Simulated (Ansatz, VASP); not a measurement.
## One calculation of TePb, 3 ways

The starting cell:

```
Pb Te
1.0
     0.00000    3.23100    3.23100
     3.23100    0.00000    3.23100
     3.23100    3.23100    0.00000
Pb Te
1 1
Direct
  0.00000 0.00000 0.00000
  0.50000 0.50000 0.50000
```

Alike in all runs: task relaxation of cell and atoms; functional RPBE; k mesh 7 × 7 × 7; occupations fermi-dirac, width 0.05 eV; no spin polarisation; no spin-orbit coupling.

| program and potentials | plane-wave cutoff (eV) | notes | equilibrium volume (Å³/atom) |
| --- | --- | --- | --- |
| Ansatz, Ansatz PAW | 420 | potentials made for PBE, which Ansatz adapts in part; 15 valence electrons an atom on average | 36.84 |
| VASP, PBE PAW files Pb_d, Te, 600 eV | 600 | potentials made for PBE; 10 valence electrons an atom on average | 36.79 |
| Ansatz, all-electron LAPW, scalar-relativistic | - | - | 36.85 |

The equilibrium volume spans 36.79 (VASP, PBE PAW files Pb_d, Te, 600 eV) to 36.85 Å³/atom (Ansatz, all-electron LAPW, scalar-relativistic), with all-electron results at 36.85. Some sets were made for another functional than the one run, which can shift their rows. Relaxations stop with a little pressure left, so the last digit of a volume isn't settled.

The functional is the same throughout but for its coding, so the spread measures potentials, basis and numerics; runs on potential files found faulty are left out.
